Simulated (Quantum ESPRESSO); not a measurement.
# TiO2 (P4_2/mnm) in Quantum ESPRESSO: further runs, part 2 of 2

Quantum ESPRESSO 7.5. Earlier steps stand in the parts before.

**3. Band structure, vdW-DF-C09**

The input, pw.in:

```
&CONTROL
  calculation = 'scf'
  prefix = 'pwscf'
  outdir = './tmp'
  pseudo_dir = './pseudo'
  tprnfor = .true.
  tstress = .true.
  disk_io = 'low'
/
&SYSTEM
  space_group = 136
  A = 4.59983732
  C = 2.95921356
  nat = 2
  ntyp = 2
  ecutwfc = 55
  ecutrho = 440
  nbnd = 33
  input_dft = 'vdw-df-c09'
  occupations = 'smearing'
  smearing = 'mv'
  degauss = 0.00367493
/
&ELECTRONS
  conv_thr = 1.2d-09
  electron_maxstep = 120
  mixing_beta = 0.5
/
ATOMIC_SPECIES
Ti    47.8670 ti_pbe_v1.4.uspp.F.UPF
O     15.9990 O.pbe-n-kjpaw_psl.0.1.UPF
ATOMIC_POSITIONS crystal_sg
Ti     0.0000000000    0.0000000000    0.5000000000
O      0.3043213200    0.3043213200    0.5000000000
K_POINTS automatic
6 6 9 0 0 0
```

The input, bands.in:

```
&CONTROL
  calculation = 'bands'
  prefix = 'pwscf'
  outdir = './tmp'
  pseudo_dir = './pseudo'
  disk_io = 'low'
  verbosity = 'high'
/
&SYSTEM
  space_group = 136
  A = 4.59983732
  C = 2.95921356
  nat = 2
  ntyp = 2
  ecutwfc = 55
  ecutrho = 440
  nbnd = 33
  input_dft = 'vdw-df-c09'
  occupations = 'smearing'
  smearing = 'mv'
  degauss = 0.00367493
/
&ELECTRONS
  conv_thr = 1d-08
  electron_maxstep = 120
  mixing_beta = 0.5
  diago_full_acc = .true.
/
ATOMIC_SPECIES
Ti    47.8670 ti_pbe_v1.4.uspp.F.UPF
O     15.9990 O.pbe-n-kjpaw_psl.0.1.UPF
ATOMIC_POSITIONS crystal_sg
Ti     0.0000000000    0.0000000000    0.5000000000
O      0.3043213200    0.3043213200    0.5000000000
K_POINTS crystal
60
 0.0000000000  0.0000000000  0.0000000000 1
 0.0000000000  0.1250000000  0.0000000000 1
 0.0000000000  0.2500000000  0.0000000000 1
 0.0000000000  0.3750000000  0.0000000000 1
 0.0000000000  0.5000000000  0.0000000000 1
 0.1250000000  0.5000000000  0.0000000000 1
 0.2500000000  0.5000000000  0.0000000000 1
 0.3750000000  0.5000000000  0.0000000000 1
 0.5000000000  0.5000000000  0.0000000000 1
 0.4285714286  0.4285714286  0.0000000000 1
 0.3571428571  0.3571428571  0.0000000000 1
 0.2857142857  0.2857142857  0.0000000000 1
 0.2142857143  0.2142857143  0.0000000000 1
 0.1428571429  0.1428571429  0.0000000000 1
 0.0714285714  0.0714285714  0.0000000000 1
 0.0000000000  0.0000000000  0.0000000000 1
 0.0000000000  0.0000000000  0.0625000000 1
 0.0000000000  0.0000000000  0.1250000000 1
 0.0000000000  0.0000000000  0.1875000000 1
 0.0000000000  0.0000000000  0.2500000000 1
 0.0000000000  0.0000000000  0.3125000000 1
 0.0000000000  0.0000000000  0.3750000000 1
 0.0000000000  0.0000000000  0.4375000000 1
 0.0000000000  0.0000000000  0.5000000000 1
 0.0000000000  0.1000000000  0.5000000000 1
 0.0000000000  0.2000000000  0.5000000000 1
 0.0000000000  0.3000000000  0.5000000000 1
 0.0000000000  0.4000000000  0.5000000000 1
 0.0000000000  0.5000000000  0.5000000000 1
 0.1000000000  0.5000000000  0.5000000000 1
 0.2000000000  0.5000000000  0.5000000000 1
 0.3000000000  0.5000000000  0.5000000000 1
 0.4000000000  0.5000000000  0.5000000000 1
 0.5000000000  0.5000000000  0.5000000000 1
 0.4285714286  0.4285714286  0.5000000000 1
 0.3571428571  0.3571428571  0.5000000000 1
 0.2857142857  0.2857142857  0.5000000000 1
 0.2142857143  0.2142857143  0.5000000000 1
 0.1428571429  0.1428571429  0.5000000000 1
 0.0714285714  0.0714285714  0.5000000000 1
 0.0000000000  0.0000000000  0.5000000000 1
 0.0000000000  0.5000000000  0.0000000000 1
 0.0000000000  0.5000000000  0.0555555556 1
 0.0000000000  0.5000000000  0.1111111111 1
 0.0000000000  0.5000000000  0.1666666667 1
 0.0000000000  0.5000000000  0.2222222222 1
 0.0000000000  0.5000000000  0.2777777778 1
 0.0000000000  0.5000000000  0.3333333333 1
 0.0000000000  0.5000000000  0.3888888889 1
 0.0000000000  0.5000000000  0.4444444444 1
 0.0000000000  0.5000000000  0.5000000000 1
 0.5000000000  0.5000000000  0.0000000000 1
 0.5000000000  0.5000000000  0.0625000000 1
 0.5000000000  0.5000000000  0.1250000000 1
 0.5000000000  0.5000000000  0.1875000000 1
 0.5000000000  0.5000000000  0.2500000000 1
 0.5000000000  0.5000000000  0.3125000000 1
 0.5000000000  0.5000000000  0.3750000000 1
 0.5000000000  0.5000000000  0.4375000000 1
 0.5000000000  0.5000000000  0.5000000000 1
```

Potentials or basis: SSSP 1.3 efficiency PBE.

Run with:

```sh
> OMP_NUM_THREADS=1 pw.x -in pw.in > pw.out
> OMP_NUM_THREADS=1 pw.x -in bands.in > bands.out
```

It took 4.9 min on 1 thread of Arm Neoverse V1, shared host; peak memory 0.34 GiB.

Results (log left out):

- Free energy: -5506.9962 eV
- Pressure: -2.7 GPa
- Largest force: 0.016 eV/Å
- Band gap on the k mesh: 1.85 eV, direct
- Band gap along the path: 1.85 eV, direct

Forces on the atoms (eV/Å):
```
Ti   0.000  0.000  0.000
Ti   0.000  0.000  0.000
O    0.011 -0.011  0.000
O   -0.011  0.011  0.000
O   -0.011 -0.011  0.000
O    0.011  0.011  0.000
```

Stress tensor (GPa, compression positive):
```
-2.36  0.00  0.00
 0.00 -2.36  0.00
 0.00  0.00 -3.52
```

Levels at the corners of the path, in eV from the valence-band top:
```tsv
point	band 22	band 23	band 24	band 25	band 26	band 27
Γ	-0.46	-0.46	0.00	1.85	2.13	2.39
X	-1.65	-0.75	-0.75	2.52	2.52	3.03
M	-1.31	-1.08	-1.08	1.89	1.89	2.52
Γ	-0.46	-0.46	0.00	1.85	2.13	2.39
Z	-2.40	-1.43	-1.43	2.97	2.97	3.18
R	-2.05	-1.05	-1.05	1.89	1.89	3.21
A	-1.30	-0.68	-0.68	2.59	2.59	3.20
Z	-2.40	-1.43	-1.43	2.97	2.97	3.18
X	-1.65	-0.75	-0.75	2.52	2.52	3.03
R	-2.05	-1.05	-1.05	1.89	1.89	3.21
M	-1.31	-1.08	-1.08	1.89	1.89	2.52
A	-1.30	-0.68	-0.68	2.59	2.59	3.20
```

Caveat: the potentials were made for another functional, which shifts forces and pressure; this smearing can shift energies of a crystal with a gap.

**4. Band structure, PBE**

The input, pw.in:

```
&CONTROL
  calculation = 'scf'
  prefix = 'pwscf'
  outdir = './tmp'
  pseudo_dir = './pseudo'
  tprnfor = .true.
  tstress = .true.
  disk_io = 'low'
/
&SYSTEM
  ibrav = 0
  nat = 6
  ntyp = 2
  ecutwfc = 84
  nbnd = 33
  occupations = 'smearing'
  smearing = 'fd'
  degauss = 0.00367493
/
&ELECTRONS
  conv_thr = 1.2d-09
  electron_maxstep = 120
  mixing_beta = 0.5
/
ATOMIC_SPECIES
Ti    47.8670 Ti.upf
O     15.9990 O.upf
CELL_PARAMETERS angstrom
   4.5998373239    0.0000000000    0.0000000000
   0.0000000000    4.5998373239    0.0000000000
   0.0000000000    0.0000000000    2.9592135600
ATOMIC_POSITIONS angstrom
Ti     0.0000000000    0.0000000000    1.4796067800
Ti     2.2999186620    2.2999186620    0.0000000000
O      1.3998285662    1.3998285662    1.4796067800
O      0.9000900958    3.6997472281    0.0000000000
O      3.6997472281    0.9000900958    0.0000000000
O      3.2000087577    3.2000087577    1.4796067800
K_POINTS automatic
6 6 9 0 0 0
```

The input, pp_density.in:

```
&INPUTPP
  prefix = 'pwscf'
  outdir = './tmp'
  filplot = 'density.dat'
  plot_num = 0
/
&PLOT
  nfile = 1
  filepp(1) = 'density.dat'
  iflag = 3
  output_format = 6
  fileout = 'density.cube'
/
```

The input, pp_potential.in:

```
&INPUTPP
  prefix = 'pwscf'
  outdir = './tmp'
  filplot = 'potential.dat'
  plot_num = 11
/
&PLOT
  nfile = 1
  filepp(1) = 'potential.dat'
  iflag = 3
  output_format = 6
  fileout = 'potential.cube'
/
```

The input, pp_elf.in:

```
&INPUTPP
  prefix = 'pwscf'
  outdir = './tmp'
  filplot = 'elf.dat'
  plot_num = 8
/
&PLOT
  nfile = 1
  filepp(1) = 'elf.dat'
  iflag = 3
  output_format = 6
  fileout = 'elf.cube'
/
```

bands.in: that of step 3 with these lines changed.

```diff
@@ -9,13 +9,9 @@
 &SYSTEM
-  space_group = 136
-  A = 4.59983732
-  C = 2.95921356
-  nat = 2
+  ibrav = 0
+  nat = 6
   ntyp = 2
-  ecutwfc = 55
-  ecutrho = 440
+  ecutwfc = 84
   nbnd = 33
-  input_dft = 'vdw-df-c09'
   occupations = 'smearing'
-  smearing = 'mv'
+  smearing = 'fd'
   degauss = 0.00367493
@@ -29,7 +25,15 @@
 ATOMIC_SPECIES
-Ti    47.8670 ti_pbe_v1.4.uspp.F.UPF
-O     15.9990 O.pbe-n-kjpaw_psl.0.1.UPF
-ATOMIC_POSITIONS crystal_sg
-Ti     0.0000000000    0.0000000000    0.5000000000
-O      0.3043213200    0.3043213200    0.5000000000
+Ti    47.8670 Ti.upf
+O     15.9990 O.upf
+CELL_PARAMETERS angstrom
+   4.5998373239    0.0000000000    0.0000000000
+   0.0000000000    4.5998373239    0.0000000000
+   0.0000000000    0.0000000000    2.9592135600
+ATOMIC_POSITIONS angstrom
+Ti     0.0000000000    0.0000000000    1.4796067800
+Ti     2.2999186620    2.2999186620    0.0000000000
+O      1.3998285662    1.3998285662    1.4796067800
+O      0.9000900958    3.6997472281    0.0000000000
+O      3.6997472281    0.9000900958    0.0000000000
+O      3.2000087577    3.2000087577    1.4796067800
 K_POINTS crystal
```

Potentials or basis: PseudoDojo 0.4.1 SR PBE standard.

Run with:

```sh
> OMP_NUM_THREADS=1 pw.x -in pw.in > pw.out
> OMP_NUM_THREADS=1 pp.x -in pp_density.in > pp_density.out
> OMP_NUM_THREADS=1 pp.x -in pp_potential.in > pp_potential.out
> OMP_NUM_THREADS=1 pp.x -in pp_elf.in > pp_elf.out
> OMP_NUM_THREADS=1 pw.x -in bands.in > bands.out
```

Wall time 7.1 min (1 thread of Arm Neoverse V1, shared host); peak memory 0.21 GiB.

Results (log left out):

| Property | Result |
| --- | --- |
| Free energy | -5039.8446 eV |
| Pressure | 3.6 GPa |
| Largest force | 0.019 eV/Å |
| Band gap on the k mesh | 1.88 eV, direct |
| Band gap along the path | 1.88 eV, direct |

Forces on the atoms (eV/Å):
```
Ti   0.000  0.000  0.000
Ti   0.000  0.000  0.000
O    0.013  0.013  0.000
O   -0.013  0.013  0.000
O    0.013 -0.013  0.000
O   -0.013 -0.013  0.000
```

Stress tensor (GPa, compression positive):
```
3.88 0.00 0.00
0.00 3.88 0.00
0.00 0.00 3.12
```

Levels at the corners of the path, in eV from the valence-band top:
```csv
point,band 22,band 23,band 24,band 25,band 26,band 27
Γ,-0.46,-0.46,0.00,1.88,2.17,2.42
X,-1.65,-0.74,-0.74,2.54,2.54,3.04
M,-1.32,-1.09,-1.09,1.92,1.92,2.54
Γ,-0.46,-0.46,0.00,1.88,2.17,2.42
Z,-2.35,-1.43,-1.43,2.99,2.99,3.20
R,-2.03,-1.04,-1.04,1.93,1.93,3.22
A,-1.28,-0.68,-0.68,2.62,2.62,3.22
Z,-2.35,-1.43,-1.43,2.99,2.99,3.20
X,-1.65,-0.74,-0.74,2.54,2.54,3.04
R,-2.03,-1.04,-1.04,1.93,1.93,3.22
M,-1.32,-1.09,-1.09,1.92,1.92,2.54
A,-1.28,-0.68,-0.68,2.62,2.62,3.22
```

**5. Summary**

| task | level | potentials or basis | spin | U | k mesh | cutoff (eV) | smearing | start of the occupations | hubbard projectors | mixing beta | nosym | noinv | mesh quality | gap on the mesh (eV) | pressure (GPa) | largest force (eV/Å) |
| --- | --- | --- | --- | --- | --- | --- | --- | --- | --- | --- | --- | --- | --- | --- | --- | --- |
| optical spectrum | PBE+U | PseudoDojo 0.4 FR PBEsol standard | SOC, no magnetisation | Ti d U = 3 eV | 2 × 2 × 4 | 1143 | fermi-dirac 0.1 eV | default | atomic | 0.3 | yes | yes | coarse | 2.07 | 7.6 | 0.02 |
| band structure | vdW-DF-C09 | SSSP 1.3 efficiency PBE | off | - | 6 × 6 × 9 | 748 | cold 0.05 eV | - | - | 0.5 | - | - | not flagged | 1.85 | -2.7 | 0.02 |
| band structure | PBE | PseudoDojo 0.4.1 SR PBE standard | off | - | 6 × 6 × 9 | 1143 | fermi-dirac 0.05 eV | - | - | 0.5 | - | - | not flagged | 1.88 | 3.6 | 0.02 |

Alike in all rows: cell as given.

Caveats: some runs use coarse meshes; the potentials were made for another functional, which shifts forces and pressure (some runs); the program leaves the non-local potential out of the optical matrix elements, which shifts intensities by tens of percent (some runs); spectra need much finer meshes, so this one isn't converged (some runs); independent-particle spectra lack excitons (some runs); this smearing can shift energies of a crystal with a gap (some runs).

Total energies depend on the potentials used, so only differences within one code and one set of settings carry meaning.

**6. Comparison with measurements**

Step 3. Against the measured gap of TiO2, 3.03 eV (direct; 1.6 K; quoted in “Shallow Valence Band of Rutile GeO2 and P-type Doping”, 2020, arxiv:2011.08928), the calculated 1.85 eV is off by -1.18 eV. 2 values of this kind are on record in papers (3.03 to 3.05 eV); this one was drawn at random among those near their median. The value is that of vdW-DF-C09, without temperature or zero-point motion. The cell is a database's relaxed one, not the measured one, which moves gaps too.

Step 4. Measured gap of TiO2: 3.03 eV (direct; 1.6 K; quoted in “Shallow Valence Band of Rutile GeO2 and P-type Doping”, 2020, arxiv:2011.08928). This calculation gives 1.88 eV (-1.15 eV). 2 values of this kind are on record in papers (3.03 to 3.05 eV); this one was drawn at random among those near their median. The value is that of PBE, without temperature or zero-point motion. Semilocal functionals fall short of measured gaps as a rule. The cell is a database's relaxed one, not the measured one, which moves gaps too.
